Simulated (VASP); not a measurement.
# HfO2 (P2_12_12) in VASP: further runs, part 2 of 2

VASP 6.6.1. Earlier steps stand in the parts before.

### 3 Electric field gradients, r2SCAN

Input file POSCAR:

```
HfO2
1.0
    5.0803194000      0.0000000000      0.0000000000
    0.0000000000      5.1648674500      0.0000000000
    0.0000000000      0.0000000000      4.8908836500
Hf O
4 8
Direct
    0.2774091800      0.2817995800      0.7279320600
    0.7774091800      0.2182004200      0.2720679400
    0.7225908200      0.7182004200      0.7279320600
    0.2225908200      0.7817995800      0.2720679400
    0.5000000000      0.5000000000      0.4243750100
    0.0000000000      0.0000000000      0.5756249900
    0.5000000000      0.0000000000      0.5109455500
    0.0000000000      0.5000000000      0.4890544500
    0.3131846800      0.6636487800      0.8954653800
    0.8131846800      0.8363512200      0.1045346200
    0.6868153200      0.3363512200      0.8954653800
    0.1868153200      0.1636487800      0.1045346200
```

Input file INCAR.step1:

```
SYSTEM = HfO2
ALGO = Normal
EDIFF = 1E-4
ENCUT = 520
GGA = PE
ISMEAR = -1
LASPH = .True.
LCHARG = .False.
LREAL = .False.
LWAVE = .True.
NBANDS = 56
NELM = 100
PREC = Accurate
SIGMA = 0.02
```

Input file INCAR.step2:

```
SYSTEM = HfO2
ALGO = Normal
EDIFF = 1E-8
ENCUT = 520
ISIF = 2
ISMEAR = -1
ISTART = 1
LASPH = .True.
LCHARG = .False.
LEFG = .True.
LMIXTAU = .True.
LREAL = .False.
LWAVE = .False.
METAGGA = R2SCAN
NBANDS = 56
NELM = 100
PREC = Accurate
SIGMA = 0.02
```

Input file KPOINTS:

```
k-points
0
Gamma
  4 4 4
  0 0 0
```

Potentials or basis: VASP PAW PBE potentials, release 64 (Hf_pv, O).

Command:

```bash
$ cat potpaw_PBE.64/Hf_pv/POTCAR potpaw_PBE.64/O/POTCAR > POTCAR
$ cp INCAR.step1 INCAR
$ mpirun -np 1 vasp_std > vasp.out
$ cp INCAR.step2 INCAR
$ mpirun -np 1 vasp_std > vasp.out
```

OUTCAR:

```text
SYSTEM = HfO2
   EDIFF = 1E-8
   ENCUT = 520
   ISIF = 2
   ISMEAR = -1
   ISTART = 1
   LASPH = .True.
   LREAL = .False.
   METAGGA = R2SCAN
   NELM = 100
   PREC = Accurate

 ion  position               nearest neighbor table
   1  0.277  0.282  0.728-  12 1.99   7 2.13   9 2.14   8 2.15   6 2.16   5 2.18  11 2.25   3 3.19
                             2 3.40   2 3.40   4 3.42   4 3.42   3 3.61   3 3.69   2 3.69   2 3.69
   2  0.777  0.218  0.272-  11 1.99   8 2.13  10 2.14   7 2.15   5 2.16   6 2.18  12 2.25   4 3.19
                             1 3.40   1 3.40   3 3.42   3 3.42   4 3.61   4 3.69   1 3.69   1 3.69
   3  0.723  0.718  0.728-  10 1.99   7 2.13  11 2.14   8 2.15   6 2.16   5 2.18   9 2.25   1 3.19
                             4 3.40   4 3.40   2 3.42   2 3.42   1 3.61   1 3.69   4 3.69   4 3.69
   4  0.223  0.782  0.272-   9 1.99   8 2.13  12 2.14   7 2.15   5 2.16   6 2.18  10 2.25   2 3.19
                             3 3.40   3 3.40   1 3.42   1 3.42   2 3.61   2 3.69   3 3.69   3 3.69
   5  0.500  0.500  0.424-   2 2.16   4 2.16   3 2.18   1 2.18
   6  0.000  0.000  0.576-   1 2.16   3 2.16   2 2.18   4 2.18
   7  0.500  0.000  0.511-   1 2.13   3 2.13   2 2.15   4 2.15
   8  0.000  0.500  0.489-   2 2.13   4 2.13   3 2.15   1 2.15
   9  0.313  0.664  0.895-   4 1.99   1 2.14   3 2.25
  10  0.813  0.836  0.105-   3 1.99   2 2.14   4 2.25
  11  0.687  0.336  0.895-   2 1.99   3 2.14   1 2.25
  12  0.187  0.164  0.105-   1 1.99   4 2.14   2 2.25

  LATTYP: Found a simple orthorhombic cell.
 ALAT       =     4.8908836500
 B/A-ratio  =     1.0387324180
 C/A-ratio  =     1.0560192840

  Lattice vectors:

 A1 = (   0.0000000000,   0.0000000000,   4.8908836500)
 A2 = (   5.0803194000,   0.0000000000,   0.0000000000)
 A3 = (   0.0000000000,   5.1648674500,   0.0000000000)

Analysis of symmetry for initial positions (statically):
=====================================================================
 Subroutine PRICEL returns:
 Original cell was already a primitive cell.

 Routine SETGRP: Setting up the symmetry group for a
 simple orthorhombic supercell.

 Subroutine GETGRP returns: Found  4 space group operations
[... 1643 lines left out ...]
      4.13124      4.31964      0.51127        -0.001824      0.015152      0.004252
      3.48924      1.73721      4.37962         0.001824      0.015152     -0.004252
      0.94908      0.84522      0.51127         0.001824     -0.015152      0.004252
 -----------------------------------------------------------------------------------
    total drift:                               -0.000000     -0.000000      0.000000

  FREE ENERGIE OF THE ION-ELECTRON SYSTEM (eV)
  ---------------------------------------------------
  free  energy   TOTEN  =      -274.1906360375 eV

  energy  without entropy=     -274.1906360375  energy(sigma->0) =     -274.19063604

 Electric field gradients (V/A^2)
---------------------------------------------------------------------
 ion       V_xx      V_yy      V_zz      V_xy      V_xz      V_yz
---------------------------------------------------------------------
   1     131.548   -36.245   -95.302  -109.170    36.349    31.516
   2     131.548   -36.245   -95.302   109.170   -36.349    31.516
   3     131.548   -36.245   -95.302  -109.170   -36.349   -31.516
   4     131.548   -36.245   -95.302   109.170    36.349   -31.516
   5      -9.252     4.981     4.271   -19.434    -0.000     0.000
   6      -9.252     4.981     4.271    19.434    -0.000    -0.000
   7     -12.634     1.384    11.250     0.280     0.000     0.000
   8     -12.634     1.384    11.250    -0.280    -0.000    -0.000
   9      16.278     3.800   -20.078    27.766   -24.403    20.989
  10      16.278     3.800   -20.078   -27.766    24.403    20.989
  11      16.278     3.800   -20.078    27.766    24.403   -20.989
  12      16.278     3.800   -20.078   -27.766   -24.403   -20.989
---------------------------------------------------------------------

 Electric field gradients after diagonalization (V/A^2)
 (convention: |V_zz| > |V_xx| > |V_yy|)
----------------------------------------------------------------------
 ion       V_xx      V_yy      V_zz     asymmetry (V_yy - V_xx)/ V_zz
----------------------------------------------------------------------
   1    -137.657   -48.947   186.604       0.475
   2    -137.657   -48.947   186.604       0.475
   3    -137.657   -48.947   186.604       0.475
   4    -137.657   -48.947   186.604       0.475
   5      18.560     4.271   -22.831       0.626
   6      18.560     4.271   -22.831       0.626
   7      11.250     1.390   -12.639       0.780
   8      11.250     1.390   -12.639       0.780
   9      39.335    11.762   -51.097       0.540
  10      39.335    11.762   -51.097       0.540
  11      39.335    11.762   -51.097       0.540
  12      39.335    11.762   -51.097       0.540
----------------------------------------------------------------------

           NMR quadrupolar parameters

 Cq : quadrupolar parameter    Cq=e*Q*V_zz/h
 eta: asymmetry parameters     (V_yy - V_xx)/ V_zz
 Q  : nuclear electric quadrupole moment in mb (millibarn)
----------------------------------------------------------------------
 ion       Cq(MHz)       eta       Q (mb)
----------------------------------------------------------------------
   1       0.451       0.475       1.000
   2       0.451       0.475       1.000
   3       0.451       0.475       1.000
   4       0.451       0.475       1.000
   5      -0.055       0.626       1.000
   6      -0.055       0.626       1.000
   7      -0.031       0.780       1.000
   8      -0.031       0.780       1.000
   9      -0.124       0.540       1.000
  10      -0.124       0.540       1.000
  11      -0.124       0.540       1.000
  12      -0.124       0.540       1.000
----------------------------------------------------------------------
```

OUTCAR.step1:

```text
SYSTEM = HfO2
   EDIFF = 1E-4
   ENCUT = 520
   GGA = PE
   ISMEAR = -1
   LASPH = .True.
   LREAL = .False.
   NELM = 100
[... 1683 lines left out ...]
      4.13124      4.31964      0.51127        -0.013041     -0.025414      0.101424
      3.48924      1.73721      4.37962         0.013041     -0.025414     -0.101424
      0.94908      0.84522      0.51127         0.013041      0.025414      0.101424
 -----------------------------------------------------------------------------------
    total drift:                               -0.000000     -0.000000      0.000000

  FREE ENERGIE OF THE ION-ELECTRON SYSTEM (eV)
  ---------------------------------------------------
  free  energy   TOTEN  =      -120.8945238020 eV

  energy  without entropy=     -120.8945238020  energy(sigma->0) =     -120.89452380
```

Run time: 8.4 min. Hardware: 1 thread of Intel Xeon Platinum 8488C (Sapphire Rapids), shared host; peak memory 0.33 GiB.

What came out:

* Free energy: -274.1906 eV
* Pressure: 0.3 GPa
* Largest force: 0.016 eV/Å
* Band gap on the k mesh: 4.35 eV, direct

Forces on the atoms (eV/Å):
```
Hf  -0.002  0.006  0.008
Hf  -0.002 -0.006 -0.008
Hf   0.002 -0.006  0.008
Hf   0.002  0.006 -0.008
O    0.000  0.000  0.012
O    0.000  0.000 -0.012
O    0.000  0.000  0.001
O    0.000  0.000 -0.001
O   -0.002 -0.015 -0.004
O   -0.002  0.015  0.004
O    0.002  0.015 -0.004
O    0.002 -0.015  0.004
```

Electric field gradients, principal values (V/Å²):
```
atom      Vxx       Vyy      Vzz
1 Hf  -48.947  -137.657  186.604
2 Hf  -48.947  -137.657  186.604
3 Hf  -48.947  -137.657  186.604
4 Hf  -48.947  -137.657  186.604
 5 O    4.271    18.560  -22.831
 6 O    4.271    18.560  -22.831
 7 O    1.390    11.250  -12.639
 8 O    1.390    11.250  -12.639
 9 O   11.762    39.335  -51.097
10 O   11.762    39.335  -51.097
11 O   11.762    39.335  -51.097
12 O   11.762    39.335  -51.097
```

Caveat: the PAW data sets were made with another functional, which shifts forces and pressure a little; spin-orbit coupling is left out, which moves the levels of the heavy elements.
